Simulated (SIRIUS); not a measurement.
# Sn (Im-3m) in SIRIUS: further runs

One crystal, Sn, is run at these levels: PBEsol; tasks: equation of state.

Program: SIRIUS 7.12.0. These are calculated values, not measurements. Logs are shortened: lines on timing, memory, paths and dates and some standing lists are left out, and cuts for length are marked. The log counts tension as positive stress, the text compression.

## Step 1: The crystal as given

The structure is cubic, space group Im-3m (No. 229). The conventional cell has a = 3.789 Å, b = 3.789 Å, c = 3.789 Å, α = 90.00°, β = 90.00°, γ = 90.00°. Around Sn (site symmetry m-3m) lie 8 Sn at 3.28 Å.

This isn't the form of Sn at room conditions, which is tetragonal (white tin).

## Step 2: Equation of state, PBEsol, 25.57 Å³/atom (volume scaled by 0.94)

The input, sirius.json:

```json
{
  "control": {
    "processing_unit": "cpu",
    "std_evp_solver_name": "lapack",
    "gen_evp_solver_name": "lapack",
    "verbosity": 2,
    "print_forces": false,
    "ortho_rf": true,
    "use_second_variation": true,
    "rmt_max": 3.0,
    "num_bands_to_print": 17,
    "save_wf": true
  },
  "parameters": {
    "electronic_structure_method": "full_potential_lapwlo",
    "xc_functionals": ["XC_GGA_X_PBE_SOL", "XC_GGA_C_PBE_SOL"],
    "core_relativity": "dirac",
    "valence_relativity": "iora",
    "num_fv_states": 17,
    "smearing": "fermi_dirac",
    "smearing_width": 0.0018374661,
    "pw_cutoff": 20,
    "gk_cutoff": 3.31,
    "lmax_apw": 10,
    "lmax_rho": 8,
    "lmax_pot": 8,
    "num_mag_dims": 0,
    "auto_rmt": 0,
    "ngridk": [10, 10, 10],
    "shiftk": [0, 0, 0],
    "num_dft_iter": 80,
    "energy_tol": 1e-07,
    "density_tol": 1e-05,
    "use_symmetry": true
  },
  "settings": {"tol_ne": 1e-10},
  "iterative_solver": {"type": "exact"},
  "mixer": {"type": "anderson", "beta": 0.5, "max_history": 8},
  "unit_cell": {
    "lattice_vectors": [
      [-3.5072836937, 3.5072836937, 3.5072836937],
      [3.5072836937, -3.5072836937, 3.5072836937],
      [3.5072836937, 3.5072836937, -3.5072836937]
    ],
    "atom_types": ["Sn"],
    "atom_files": {"Sn": "Sn.json"},
    "atoms": {"Sn": [[0.0, 0.0, 0.0]]}
  }
}
```

The input, Sn.json:

```json
{
  "name": "tin",
  "symbol": "Sn",
  "number": 50,
  "mass": 118.71,
  "rmin": 1e-06,
  "rmt": 2.54,
  "nrmt": 800,
  "rinf": 17.22,
  "core": "1s2s2p3s3p3d",
  "valence": [
    {"basis": [{"enu": 0.06, "dme": 0, "n": 0, "auto": 0}, {"enu": 0.06, "dme": 1, "n": 0, "auto": 0}]},
    {"l": 0, "n": 1, "basis": [{"enu": 0.083, "dme": 0, "n": 0, "auto": 0}]},
    {"l": 1, "n": 2, "basis": [{"enu": 0.16, "dme": 0, "n": 0, "auto": 0}]},
    {"l": 2, "n": 3, "basis": [{"enu": 0.16, "dme": 0, "n": 0, "auto": 0}]},
    {"l": 3, "n": 4, "basis": [{"enu": 0.16, "dme": 0, "n": 0, "auto": 0}]}
  ],
  "lo": [
    {"l": 0, "basis": [{"enu": 0.083, "dme": 0, "n": 0, "auto": 0}, {"enu": 0.083, "dme": 1, "n": 0, "auto": 0}]},
    {
      "l": 0,
      "basis": [{"enu": -4.5945, "dme": 0, "n": 4, "auto": 1}, {"enu": -4.5945, "dme": 1, "n": 4, "auto": 1}]
    },
    {
      "l": 0,
      "basis": [{"enu": -4.5945, "dme": 1, "n": 4, "auto": 1}, {"enu": 0.083, "dme": 0, "n": 0, "auto": 0}]
    },
    {"l": 0, "basis": [{"enu": 0.083, "dme": 0, "n": 0, "auto": 0}, {"enu": 2.563, "dme": 0, "n": 0, "auto": 0}]},
    {"l": 1, "basis": [{"enu": 0.16, "dme": 0, "n": 0, "auto": 0}, {"enu": 0.16, "dme": 1, "n": 0, "auto": 0}]},
    {
      "l": 1,
      "basis": [{"enu": -2.9843, "dme": 0, "n": 4, "auto": 1}, {"enu": -2.9843, "dme": 1, "n": 4, "auto": 1}]
    },
    {
      "l": 1,
      "basis": [{"enu": -2.9843, "dme": 1, "n": 4, "auto": 1}, {"enu": 0.16, "dme": 0, "n": 0, "auto": 0}]
    },
    {"l": 1, "basis": [{"enu": 0.16, "dme": 0, "n": 0, "auto": 0}, {"enu": 3.012, "dme": 0, "n": 0, "auto": 0}]},
    {"l": 2, "basis": [{"enu": 0.16, "dme": 0, "n": 0, "auto": 0}, {"enu": 0.16, "dme": 1, "n": 0, "auto": 0}]},
    {
      "l": 2,
      "basis": [{"enu": -0.6516, "dme": 0, "n": 4, "auto": 1}, {"enu": -0.6516, "dme": 1, "n": 4, "auto": 1}]
    },
    {
      "l": 2,
      "basis": [{"enu": -0.6516, "dme": 1, "n": 4, "auto": 1}, {"enu": 0.16, "dme": 0, "n": 0, "auto": 0}]
    },
    {"l": 2, "basis": [{"enu": 0.16, "dme": 0, "n": 0, "auto": 0}, {"enu": 3.384, "dme": 0, "n": 0, "auto": 0}]},
    {"l": 3, "basis": [{"enu": 0.16, "dme": 0, "n": 0, "auto": 0}, {"enu": 0.16, "dme": 1, "n": 0, "auto": 0}]},
    {"l": 3, "basis": [{"enu": 0.16, "dme": 0, "n": 0, "auto": 0}, {"enu": 2.857, "dme": 0, "n": 0, "auto": 0}]}
  ],
  "free_atom": [... radial grid and density of the free atom, the start of the SCF ...]
}
```

The input, sirius_start.json:

```json
{
  "control": {
    "processing_unit": "cpu",
    "std_evp_solver_name": "lapack",
    "gen_evp_solver_name": "lapack",
    "verbosity": 1,
    "print_forces": false,
    "ortho_rf": true,
    "use_second_variation": true,
    "rmt_max": 3.0,
    "num_bands_to_print": 17,
    "save_wf": false
  },
  "parameters": {
    "electronic_structure_method": "full_potential_lapwlo",
    "xc_functionals": ["XC_LDA_X", "XC_LDA_C_PW"],
    "core_relativity": "dirac",
    "valence_relativity": "iora",
    "num_fv_states": 17,
    "smearing": "fermi_dirac",
    "smearing_width": 0.0055123983,
    "pw_cutoff": 20,
    "gk_cutoff": 2.65,
    "lmax_apw": 10,
    "lmax_rho": 8,
    "lmax_pot": 8,
    "num_mag_dims": 0,
    "auto_rmt": 0,
    "ngridk": [4, 4, 4],
    "shiftk": [0, 0, 0],
    "num_dft_iter": 30,
    "energy_tol": 0.01,
    "density_tol": 0.05,
    "use_symmetry": true
  },
  "settings": {"tol_ne": 1e-10},
  "iterative_solver": {"type": "exact"},
  "mixer": {"type": "anderson", "beta": 0.5, "max_history": 8},
  "unit_cell": {
    "lattice_vectors": [
      [-3.5072836937, 3.5072836937, 3.5072836937],
      [3.5072836937, -3.5072836937, 3.5072836937],
      [3.5072836937, 3.5072836937, -3.5072836937]
    ],
    "atom_types": ["Sn"],
    "atom_files": {"Sn": "Sn.json"},
    "atoms": {"Sn": [[0.0, 0.0, 0.0]]}
  }
}
```

Potentials or basis: all-electron FP-LAPW, apw+lo standard.

The run is started by

```sh
OMP_NUM_THREADS=1 sirius.scf --input=sirius_start.json --output=start.json
OMP_NUM_THREADS=1 sirius.scf --input=sirius.json --output=output.json --task=1
```

Standard output:

```text
[info] SIRIUS version : 7.12.0
[info] number of MPI ranks           : 1
[info] MPI grid                      : 1 1
[info] maximum number of OMP threads : 1
[fft] FFT context for density and potential
[fft] =====================================
[fft]   plane wave cutoff                     : 20
[fft]   grid size                             : 45 45 45   total : 91125
[fft]   grid limits                           : -22 22   -22 22   -22 22
[fft]   number of G-vectors within the cutoff : 23311
[fft]   number of G-shells                    : 615
[fft] FFT context for coarse grid
[fft] =====================================
[fft]   plane wave cutoff                     : 6.62
[fft]   grid size                             : 15 15 15   total : 3375
[fft]   grid limits                           : -7 7   -7 7   -7 7
[fft]   number of G-vectors within the cutoff : 887
[fft]   number of G-shells                    : 36
[unit cell] lattice vectors
[unit cell]   a1 :      -3.5072836937      3.5072836937      3.5072836937
[unit cell]   a2 :       3.5072836937     -3.5072836937      3.5072836937
[unit cell]   a3 :       3.5072836937      3.5072836937     -3.5072836937
[unit cell] reciprocal lattice vectors
[unit cell]   b1 :      -0.0000000000      0.8957338294      0.8957338294
[unit cell]   b2 :       0.8957338294     -0.0000000000      0.8957338294
[unit cell]   b3 :       0.8957338294      0.8957338294     -0.0000000000
[unit cell] unit cell volume :       172.57293271 [a.u.^3]
[unit cell] 1/sqrt(omega)    :         0.07612261
[unit cell] MT volume        :        68.64197317 (39.78%)
[unit cell] IT volume        :       103.93095954 (60.22%)
[unit cell] number of atom types : 1
[unit cell] type id : 0 symbol : Sn mt_radius :   2.540000 num_atoms : 1
[unit cell] total number of atoms : 1
[unit cell] number of symmetry classes : 1
[unit cell] atom id  type id  class id             position                      vector_field
[unit cell] ------------------------------------------------------------------------------------------
[unit cell]      0        0        0      0.00000   0.00000   0.00000      0.00000   0.00000   0.00000
[unit cell] atom id         position (Cartesian, a.u.)
[... 300 lines left out ...]
[diagonalize] ik:    2   -4.497744   -2.874158   -2.874122   -2.874095   -0.538558   -0.537038   -0.534543   -0.532342   -0.531797   -0.138026    0.374387    0.479693    0.522170    0.607050    0.617880    0.701480    0.783292
[diagonalize] ik:    3   -4.497741   -2.874212   -2.874149   -2.874096   -0.539292   -0.536879   -0.532564   -0.531880   -0.531516   -0.095661    0.253549    0.433189    0.489796    0.579391    0.587784    0.737747    0.806827
[diagonalize] ik:    4   -4.497739   -2.874256   -2.874167   -2.874097   -0.539821   -0.537194   -0.532305   -0.531954   -0.528994   -0.037591    0.146651    0.403109    0.467750    0.563347    0.569905    0.788290    0.834129
[diagonalize] ...
[diagonalize] ik:   42   -4.497732   -2.874255   -2.874218   -2.874193   -0.537482   -0.536620   -0.532811   -0.530967   -0.528590    0.081793    0.154452    0.269982    0.328241    0.484757    0.525718    0.795031    0.830591
[diagonalize] ik:   43   -4.497731   -2.874246   -2.874235   -2.874202   -0.537756   -0.537212   -0.532158   -0.529961   -0.529075    0.090188    0.192534    0.221872    0.339670    0.449728    0.504749    0.801307    0.934853
[diagonalize] ik:   44   -4.497730   -2.874234   -2.874232   -2.874232   -0.538283   -0.537602   -0.530039   -0.530039   -0.529852    0.088652    0.251708    0.251708    0.259706    0.406205    0.494722    0.885903    0.941444
[diagonalize] ik:   45   -4.497730   -2.874252   -2.874243   -2.874232   -0.538616   -0.538404   -0.530095   -0.529541   -0.528917    0.132410    0.203241    0.242121    0.276315    0.415374    0.436006    0.892132    0.952119
[diagonalize] ik:   46   -4.497729   -2.874250   -2.874250   -2.874250   -0.539080   -0.539080   -0.529007   -0.529007   -0.529007    0.174483    0.232525    0.232525    0.232525    0.393133    0.393133    0.928514    1.040187
[generate_core_charge_density] atom class : 0
[generate_core_charge_density]   n,l,k : 1 0 1  energy :       -1064.63009413
[generate_core_charge_density]   n,l,k : 2 0 1  energy :        -160.34258519
[generate_core_charge_density]   n,l,k : 2 1 1  energy :        -149.77008615
[generate_core_charge_density]   n,l,k : 2 1 2  energy :        -141.30005361
[generate_core_charge_density]   n,l,k : 3 0 1  energy :         -30.60275676
[generate_core_charge_density]   n,l,k : 3 1 1  energy :         -26.30732961
[generate_core_charge_density]   n,l,k : 3 1 2  energy :         -24.76056326
[generate_core_charge_density]   n,l,k : 3 2 2  energy :         -17.16237866
[generate_core_charge_density]   n,l,k : 3 2 3  energy :         -16.84292391
[find] Total energy                   :   -6176.34760189 (Ha),  -12352.69520377 (Ry)
[find] iteration : 1, RMS (target) : 9.1124e-02 (1.0000e-05) , energy difference (target) : 3.3120e-05 (1.0000e-07)
[find] Total energy                   :   -6176.34758058 (Ha),  -12352.69516116 (Ry)
[find] iteration : 2, RMS (target) : 2.1089e-03 (1.0000e-05) , energy difference (target) : 2.1306e-05 (1.0000e-07)
[find] Total energy                   :   -6176.34758616 (Ha),  -12352.69517232 (Ry)
[find] iteration : 3, RMS (target) : 2.8012e-04 (1.0000e-05) , energy difference (target) : -5.5812e-06 (1.0000e-07)
[find] Total energy                   :   -6176.34758547 (Ha),  -12352.69517094 (Ry)
[find] iteration : 4, RMS (target) : 7.3826e-05 (1.0000e-05) , energy difference (target) : 6.9210e-07 (1.0000e-07)
[... 12 lines left out ...]
[find] valence_eval_sum               :     -31.17808221
[find] core_eval_sum                  :   -3697.09221968
[find] kinetic energy                 :    6500.69591264
[find] enuc                           :   -7506.85639931
[find] <rho|V^{XC}>                   :    -213.75617332
[find] <rho|E^{XC}>                   :    -162.58207116
[find] <mag|B^{XC}>                   :       0.00000000
[find] <rho|V^{H}>                    :  -10015.21004122
[find] smearing (-TS)                 :      -0.00022816
[find] SCF correction                 :      -0.00000694
[find] Total energy                   :   -6176.34758537 (Ha),  -12352.69517074 (Ry)
[find] Free energy (E-TS)             :   -6176.34781352 (Ha),  -12352.69562705 (Ry)
[find] band gap (eV)                  :       0.00000000
[find] Efermi                         :       0.25602917
[find] iteration : 6, RMS (target) : 2.5078e-07 (1.0000e-05) , energy difference (target) : 8.4583e-11 (1.0000e-07)
[find] converged after 7 SCF iterations!
[find] Charges and magnetic moments
[find] --------------------------------------------------------------------------------
[find] atom      charge    core leakage
[find] --------------------------------------------------------------------------------
[find]    0   47.947722    8.120874e-11
[find] total core leakage    : 8.12087398e-11
[find] interstitial charge   : 2.052276
[find] total charge          : 49.999998
[find] Energy
[find] --------------------------------------------------------------------------------
[find] valence_eval_sum               :     -31.17808221
[find] core_eval_sum                  :   -3697.09221968
[find] kinetic energy                 :    6500.69591264
[find] enuc                           :   -7506.85639931
[find] <rho|V^{XC}>                   :    -213.75617332
[find] <rho|E^{XC}>                   :    -162.58207116
[find] <mag|B^{XC}>                   :       0.00000000
[find] <rho|V^{H}>                    :  -10015.21004122
[find] smearing (-TS)                 :      -0.00022816
[find] SCF correction                 :      -0.00000694
[find] Total energy                   :   -6176.34758537 (Ha),  -12352.69517074 (Ry)
[find] Free energy (E-TS)             :   -6176.34781352 (Ha),  -12352.69562705 (Ry)
[find] band gap (eV)                  :       0.00000000
[find] Efermi                         :       0.25602917
```

Run time: 25 s. Hardware: 1 thread of Arm Neoverse V1, shared host; peak memory 0.32 GiB.

Results:

| Item | Value |
| --- | --- |
| Free energy | -168066.9859 eV |
| Band gap on the k mesh | none (metal or under the smearing width) |
| All electrons inside the program's atomic spheres | Sn 47.95 (radii Sn 2.54 bohr) |

## Step 3: Equation of state, PBEsol, 26.12 Å³/atom (volume scaled by 0.96)

Edit sirius.json of step 2 so:

```diff
@@ -40,5 +40,5 @@
     "lattice_vectors": [
-      [-3.5072836937, 3.5072836937, 3.5072836937],
-      [3.5072836937, -3.5072836937, 3.5072836937],
-      [3.5072836937, 3.5072836937, -3.5072836937]
+      [-3.5319836886, 3.5319836886, 3.5319836886],
+      [3.5319836886, -3.5319836886, 3.5319836886],
+      [3.5319836886, 3.5319836886, -3.5319836886]
     ],
```

The input, Sn.json:

```json
{
  "name": "tin",
  "symbol": "Sn",
  "number": 50,
  "mass": 118.71,
  "rmin": 1e-06,
  "rmt": 2.54,
  "nrmt": 800,
  "rinf": 17.22,
  "core": "1s2s2p3s3p3d",
  "valence": [
    {"basis": [{"enu": 0.05, "dme": 0, "n": 0, "auto": 0}, {"enu": 0.05, "dme": 1, "n": 0, "auto": 0}]},
    {"l": 0, "n": 1, "basis": [{"enu": 0.073, "dme": 0, "n": 0, "auto": 0}]},
    {"l": 1, "n": 2, "basis": [{"enu": 0.15, "dme": 0, "n": 0, "auto": 0}]},
    {"l": 2, "n": 3, "basis": [{"enu": 0.15, "dme": 0, "n": 0, "auto": 0}]},
    {"l": 3, "n": 4, "basis": [{"enu": 0.15, "dme": 0, "n": 0, "auto": 0}]}
  ],
  "lo": [
    {"l": 0, "basis": [{"enu": 0.073, "dme": 0, "n": 0, "auto": 0}, {"enu": 0.073, "dme": 1, "n": 0, "auto": 0}]},
    {
      "l": 0,
      "basis": [{"enu": -4.6045, "dme": 0, "n": 4, "auto": 1}, {"enu": -4.6045, "dme": 1, "n": 4, "auto": 1}]
    },
    {
      "l": 0,
      "basis": [{"enu": -4.6045, "dme": 1, "n": 4, "auto": 1}, {"enu": 0.073, "dme": 0, "n": 0, "auto": 0}]
    },
    {"l": 0, "basis": [{"enu": 0.073, "dme": 0, "n": 0, "auto": 0}, {"enu": 2.553, "dme": 0, "n": 0, "auto": 0}]},
    {"l": 1, "basis": [{"enu": 0.15, "dme": 0, "n": 0, "auto": 0}, {"enu": 0.15, "dme": 1, "n": 0, "auto": 0}]},
    {
      "l": 1,
      "basis": [{"enu": -2.9943, "dme": 0, "n": 4, "auto": 1}, {"enu": -2.9943, "dme": 1, "n": 4, "auto": 1}]
    },
    {
      "l": 1,
      "basis": [{"enu": -2.9943, "dme": 1, "n": 4, "auto": 1}, {"enu": 0.15, "dme": 0, "n": 0, "auto": 0}]
    },
    {"l": 1, "basis": [{"enu": 0.15, "dme": 0, "n": 0, "auto": 0}, {"enu": 3.002, "dme": 0, "n": 0, "auto": 0}]},
    {"l": 2, "basis": [{"enu": 0.15, "dme": 0, "n": 0, "auto": 0}, {"enu": 0.15, "dme": 1, "n": 0, "auto": 0}]},
    {
      "l": 2,
      "basis": [{"enu": -0.6616, "dme": 0, "n": 4, "auto": 1}, {"enu": -0.6616, "dme": 1, "n": 4, "auto": 1}]
    },
    {
      "l": 2,
      "basis": [{"enu": -0.6616, "dme": 1, "n": 4, "auto": 1}, {"enu": 0.15, "dme": 0, "n": 0, "auto": 0}]
    },
    {"l": 2, "basis": [{"enu": 0.15, "dme": 0, "n": 0, "auto": 0}, {"enu": 3.374, "dme": 0, "n": 0, "auto": 0}]},
    {"l": 3, "basis": [{"enu": 0.15, "dme": 0, "n": 0, "auto": 0}, {"enu": 0.15, "dme": 1, "n": 0, "auto": 0}]},
    {"l": 3, "basis": [{"enu": 0.15, "dme": 0, "n": 0, "auto": 0}, {"enu": 2.847, "dme": 0, "n": 0, "auto": 0}]}
  ],
  "free_atom": [... radial grid and density of the free atom, the start of the SCF ...]
}
```

Edit sirius_start.json of step 2 so:

```diff
@@ -40,5 +40,5 @@
     "lattice_vectors": [
-      [-3.5072836937, 3.5072836937, 3.5072836937],
-      [3.5072836937, -3.5072836937, 3.5072836937],
-      [3.5072836937, 3.5072836937, -3.5072836937]
+      [-3.5319836886, 3.5319836886, 3.5319836886],
+      [3.5319836886, -3.5319836886, 3.5319836886],
+      [3.5319836886, 3.5319836886, -3.5319836886]
     ],
```

Potentials or basis: all-electron FP-LAPW, apw+lo standard.

The run is started by

```sh
OMP_NUM_THREADS=1 sirius.scf --input=sirius_start.json --output=start.json
OMP_NUM_THREADS=1 sirius.scf --input=sirius.json --output=output.json --task=1
```

Wall time 25 s (1 thread of Arm Neoverse V1, shared host); peak memory 0.32 GiB.

Results (log left out):

| Item | Value |
| --- | --- |
| Free energy | -168066.9867 eV |
| Band gap on the k mesh | none (metal or under the smearing width) |
| All electrons inside the program's atomic spheres | Sn 47.93 (radii Sn 2.54 bohr) |

[end of part 1 of 2]
